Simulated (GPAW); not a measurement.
# SiO2 (P4_2/mnm) in GPAW: reference runs

How does SiO2 come out in PBEsol? The cell is run as given.

Program: GPAW 26.7.0. These are calculated values, not measurements. Logs are shortened: lines on timing, memory, paths and dates and some standing lists are left out, and cuts for length are marked. The log counts tension as positive stress, the text compression.

**1. Starting point**

Symmetry: P4_2/mnm, No. 136, tetragonal system. Conventional cell: a = 4.233 Å, b = 4.233 Å, c = 2.693 Å, α = 90.00°, β = 90.00°, γ = 90.00°. Si (site symmetry mmm) is surrounded by 6 O at 1.78 to 1.84 Å. O (site symmetry m2m) is surrounded by 3 Si at 1.78 to 1.84 Å.

The cell comes from a database or a generator and needn't be the stable form of this composition.

**2. Single point, PBEsol**

Contents of run.py:

```python
from ase import Atoms
from ase.dft.bandgap import bandgap
from ase.io import write
from ase.units import Bohr, GPa
from gpaw import GPAW, PW, setup_paths
from gpaw.elf import elf_from_dft_calculation

setup_paths.insert(0, '.')

atoms = Atoms(['Si', 'Si', 'O', 'O', 'O', 'O'],
              cell=[[4.233169, 0.0, 0.0],
                    [0.0, 4.233169, 0.0],
                    [0.0, 0.0, 2.693495]],
              scaled_positions=[[0.0, 0.0, 0.0],
                                [0.5, 0.5, 0.5],
                                [0.806839, 0.193161, 0.5],
                                [0.306839, 0.306839, 0.0],
                                [0.193161, 0.806839, 0.5],
                                [0.693161, 0.693161, 0.0]],
              pbc=True)

calc = GPAW(mode=PW(800),
            xc='PBEsol',
            kpts={'size': (6, 6, 10), 'gamma': True},
            occupations={'name': 'fermi-dirac', 'width': 0.05},
            nbands=30,
            convergence={'density': 1e-05, 'energy': 1e-05},
            maxiter=150,
            txt='gpaw.txt')
atoms.calc = calc
energy = atoms.get_potential_energy()
forces = atoms.get_forces()
stress = atoms.get_stress()
calc.write('gs.gpw')
write('result.traj', atoms)
print(f'Energy: {energy:.6f} eV')
print('Forces (eV/A):')
print(forces.round(4))
print('Stress (GPa):', (stress / GPa).round(3))
print('Fermi level:', round(calc.get_fermi_level(), 4), 'eV')
print(f'Gap: {bandgap(calc)[0]:.4f} eV, direct: {bandgap(calc, direct=True)[0]:.4f} eV')

# fields on the real-space grid
write('density.cube', atoms, data=calc.get_pseudo_density() * Bohr**3)
write('potential.cube', atoms, data=calc.get_electrostatic_potential())
write('elf.cube', atoms, data=elf_from_dft_calculation(calc).data)
```

Potentials or basis: PAW data sets generated in the run's folder for this functional, pw.

Run with:

```sh
$ gpaw-setup -f PBEsol O Si
$ OMP_NUM_THREADS=1 python run.py
```

gpaw.txt:

```text
__  _  _
 | _ |_)|_||  |
 |__||  | ||/\| - 26.7.0

Input parameters:
  mode=PW(ecut=800.0),
  convergence={'density': 1e-05, 'energy': 1e-05},
  kpts=MonkhorstPack(size=(6, 6, 10), gamma=True),
  maxiter=150,
  nbands=30,
  occupations=Occupations(name='fermi-dirac', width=0.05),
  xc=XC(name='PBEsol')

Diagonalizing LCAO Hamiltonian
Converting LCAO to pw mode
    .---------.
   /|         |
  / |O        |
 *  .--Si-----.
 | /      O  /
 |/  O      /
 Si--------*

Atoms  # Å, Bohr magnetons
|   | symbol |        x |        y |        z |    initial magnetic moments |
|---|--------|----------|----------|----------|-----------------------------|
| 0 |     Si | 0.000000 | 0.000000 | 0.000000 | ( 0.0000,  0.0000,  0.0000) |
| 1 |     Si | 2.116585 | 2.116585 | 1.346747 | ( 0.0000,  0.0000,  0.0000) |
| 2 |      O | 3.415486 | 0.817683 | 1.346747 | ( 0.0000,  0.0000,  0.0000) |
| 3 |      O | 1.298901 | 1.298901 | 0.000000 | ( 0.0000,  0.0000,  0.0000) |
| 4 |      O | 0.817683 | 3.415486 | 1.346747 | ( 0.0000,  0.0000,  0.0000) |
| 5 |      O | 2.934268 | 2.934268 | 0.000000 | ( 0.0000,  0.0000,  0.0000) |

Unit cell  # Å
| periodic |        x |        y |        z |  lengths |    angles |
|----------|----------|----------|----------|----------|-----------|
|      yes | 4.233169 | 0.000000 | 0.000000 | 4.233169 | 90.000000 |
|      yes | 0.000000 | 4.233169 | 0.000000 | 4.233169 | 90.000000 |
|      yes | 0.000000 | 0.000000 | 2.693495 | 2.693495 | 90.000000 |

Number of symmetries: 8
Symmetry operations  # r_c * U_cc + t_c -> r_c
|   | kind |            matrix            |
|---|------|------------------------------|
| 0 |  E   |  1, 0, 0,  0, 1, 0,  0, 0, 1 |
| 1 |  σ   |  1, 0, 0,  0, 1, 0,  0, 0,-1 |
| 2 |  σ   |  0, 1, 0,  1, 0, 0,  0, 0, 1 |
| 3 |  C2  |  0, 1, 0,  1, 0, 0,  0, 0,-1 |
| 4 |  σ   |  0,-1, 0, -1, 0, 0,  0, 0, 1 |
| 5 |  C2  |  0,-1, 0, -1, 0, 0,  0, 0,-1 |
| 6 |  C2  | -1, 0, 0,  0,-1, 0,  0, 0, 1 |
| 7 |  i   | -1, 0, 0,  0,-1, 0,  0, 0,-1 |

BZ-sampling:
  Number of BZ points: 360
  Number of IBZ points: 78

  Monkhorst-Pack size: [6, 6, 10]
  Monkhorst-Pack shift: [0.08333333333333333, 0.08333333333333333, 0.05]

K-points  # in reciprocal-cell coordinates
|     |                                coordinates |     weight |
|-----|--------------------------------------------|------------|
|   0 | (  0.00000000,   0.00000000,   0.00000000) | 0.00277778 |
|   1 | (  0.00000000,   0.00000000,   0.10000000) | 0.00555556 |
|   2 | (  0.00000000,   0.00000000,   0.20000000) | 0.00555556 |
|   3 | (  0.00000000,   0.00000000,   0.30000000) | 0.00555556 |
|   4 | (  0.00000000,   0.00000000,   0.40000000) | 0.00555556 |
|   5 | (  0.00000000,   0.00000000,   0.50000000) | 0.00277778 |
|   6 | (  0.16666667,  -0.16666667,   0.00000000) | 0.00555556 |
|   7 | (  0.16666667,  -0.16666667,   0.10000000) | 0.01111111 |
|   8 | (  0.16666667,  -0.16666667,   0.20000000) | 0.01111111 |
|   9 | (  0.16666667,  -0.16666667,   0.30000000) | 0.01111111 |
| ... |                                            |            |
|  77 | (  0.50000000,   0.50000000,   0.50000000) | 0.00277778 |

Plane wave coefficients: 2512
Cutoff: 800.0 eV

Spin-components: 1 (collinear spins)
Bands:           30
Projectors:      30
Spin-degeneracy: 2
Datatype:        complex128

Parallelization:
  kpt:    1
  domain: 1
  band:   1

Density:
  Valence electrons: 32.0
  Components: 1
  Grid points: [28 28 18]
  Charge: 0.0  # |e|

Potential:
  Grid points: [28 28 18]

species:
  Si:
    name:    Silicon
    Z:       14.0
    valence: 4
    core:    10
    charge:  0.0  # [|e|]
    compensation charges:
      type: gauss
      rc: 0.33  # [Å]
      lmax: 2
    cutoffs:
      filter: 1.86  # [Å]
      core: 2.06  # [Å]
    projectors
    | kind |    occ | energy [eV] | rcut [Å] |
    |------|--------|-------------|----------|
    |   3s |  2.000 |     -10.768 |    1.058 |
    |   3p |  2.000 |      -4.057 |    1.058 |
    |    s |        |      16.444 |    1.058 |
    |    p |        |      23.155 |    1.058 |
    |    d |        |       0.000 |    1.058 |

    Using partial waves for Si as LCAO basis

  O:
    name:    Oxygen
    Z:       8.0
    valence: 6
    core:    2
    charge:  0.0  # [|e|]
    compensation charges:
      type: gauss
      rc: 0.21  # [Å]
      lmax: 2
    cutoffs:
      filter: 1.17  # [Å]
      core: 0.83  # [Å]
    projectors
    | kind |    occ | energy [eV] | rcut [Å] |
    |------|--------|-------------|----------|
    |   2s |  2.000 |     -23.808 |    0.688 |
    |   2p |  4.000 |      -8.972 |    0.598 |
    |    s |        |       3.404 |    0.688 |
    |    p |        |      18.239 |    0.598 |
    |    d |        |       0.000 |    0.619 |

    Using partial waves for O as LCAO basis

Reference energy: -23879.261166  # eV

eigensolver:
  PPCG
  Converge bands: occupied
  niter=2

density mixing:
  MSR1-Mixer
  Pratt-step length: 0.05
  Maximum mixing coefficient: 0.75
  Old densities: 10
  SVD Regularization: 0.005
  Good broyden scale: 1.0
  Trust region scale: 1.0
  Backstep threshold: 4.0
  History deletion threshold: 6.0
  Fourier metric: weight=20.0, sigma=0.015

occupation numbers:
  Fermi-Dirac:
    width: 0.0500  # eV

poisson solver:
  ecut: 6400.0  # eV

xc functional:
  name: PBEsol with 2 nearest neighbor stencil

convergence criteria:
- Maximum integral of absolute [dens]ity change: 1e-05 electrons / valence electron
- Maximum [total energy] change in last 3 cyles: 1e-05 eV / valence electron
- Maximum integral of absolute [eigenst]ate change: 4e-08 eV^2 / valence electron
maximum number of iterations: 150

SCF iterations
|iter     | |      energy | eigst |  dens |
|---------|-|-------------|-------|-------|
|iter:   1| |  -53.367949 | +0.21 |       |
|iter:   2| |  -52.397972 | -2.04 | -0.76 |
|iter:   3| |  -49.439236 | -1.07 | -0.82 |
|iter:   4| |  -49.478406 | -3.26 | -1.43 |
|iter:   5| |  -49.494726 | -3.86 | -1.76 |
|iter:   6| |  -49.494769 | -5.83 | -3.07 |
|iter:   7| |  -49.494776c| -7.13 | -3.54 |
|iter:   8| |  -49.494776c| -7.98c| -4.30 |
|iter:   9| |  -49.494776c| -7.49c| -4.72 |
|iter:  10| |  -49.494776c| -8.61c| -5.32c|

Converged in 10 steps
Energy contributions relative to reference atoms: (reference = -23879.261166)

Energy contributions:
  Kinetic:          41.016826
  Coulomb:         -36.161350
  Zero:              0.836094
  External:          0.000000
  Xc:              -55.186346
  Entropy:          -0.000000
  Spinorbit:         0.000000
  ----------------------------
  Free energy:     -49.494776
  Extrapolated:    -49.494776

dipole moment: (-9.036491, -9.036491, -20.806151)  # |e|*Ang

Fermi level: 9.076
Eigenvalues  # (at kpt = [0.000, 0.000, 0.000])
| band index |      eig [eV] | occ [0-2] |
|------------|---------------|-----------|
|          0 |       -14.063 |     2.000 |
|        ... |               |           |
|          8 |         2.862 |     2.000 |
|          9 |         3.124 |     2.000 |
|         10 |         5.074 |     2.000 |
|         11 |         5.074 |     2.000 |
|         12 |         5.630 |     2.000 |
|         13 |         7.287 |     2.000 |
[... 8 lines left out ...]
|         22 |        21.776 |     0.000 |
|         23 |        21.776 |     0.000 |
|        ... |               |           |
|         29 |        25.838 |     0.000 |

Gap: 5.016 eV
Transition (v -> c):
  (s=0, k=0, n=15, [0.00, 0.00, 0.00]) -> (s=0, k=0, n=16, [0.00, 0.00, 0.00])
No difference between direct/indirect transitions

Forces  # eV/Ang
|        x |        y |       z |
|----------|----------|---------|
| -0.00000 |  0.00000 | 0.00000 |  # Si   0
|  0.00000 | -0.00000 | 0.00000 |  # Si   1
| -0.04218 |  0.04218 | 0.00000 |  # O    2
| -0.04219 | -0.04219 | 0.00000 |  # O    3
|  0.04218 | -0.04218 | 0.00000 |  # O    4
|  0.04219 |  0.04219 | 0.00000 |  # O    5

Stress tensor  # eV/Ang^3
|        x |        y |        z |
|----------|----------|----------|
| 0.019450 | 0.000000 | 0.000000 |
| 0.000000 | 0.019450 | 0.000000 |
| 0.000000 | 0.000000 | 0.013732 |

# Writing to gs.gpw (mode='')
```

Wall time 1.8 min (1 thread of Arm Neoverse V1, shared host); peak memory 0.29 GiB.

What came out:

* Free energy: -49.4948 eV
* Pressure: -2.8 GPa
* Largest force: 0.060 eV/Å
* Band gap on the k mesh: 5.02 eV, direct

Forces on the atoms (eV/Å):
```
Si   0.000  0.000  0.000
Si   0.000  0.000  0.000
O   -0.042  0.042  0.000
O   -0.042 -0.042  0.000
O    0.042 -0.042  0.000
O    0.042  0.042  0.000
```

Stress tensor (GPa, compression positive):
```
-3.12  0.00  0.00
 0.00 -3.12  0.00
 0.00  0.00 -2.20
```

Levels at points of the mesh, in eV from the valence-band top:
```
           k point  band 14  band 15  band 16  band 17  band 18  band 19
(0.00, 0.00, 0.00)    -0.83    -0.83     0.00     5.02     6.42     8.16
(0.00, 0.00, 0.50)    -2.94    -2.60    -2.60     8.60     8.60    12.15
(0.50, 0.00, 0.00)    -2.62    -1.04    -1.04     7.24     7.24     8.73
(0.50, 0.00, 0.50)    -2.22    -1.68    -1.68     8.36     8.36     9.37
(0.50, 0.50, 0.00)    -2.56    -2.20    -2.20     6.94     6.94     9.67
(0.50, 0.50, 0.50)    -1.74    -1.48    -1.48     6.76     6.76    10.55
```
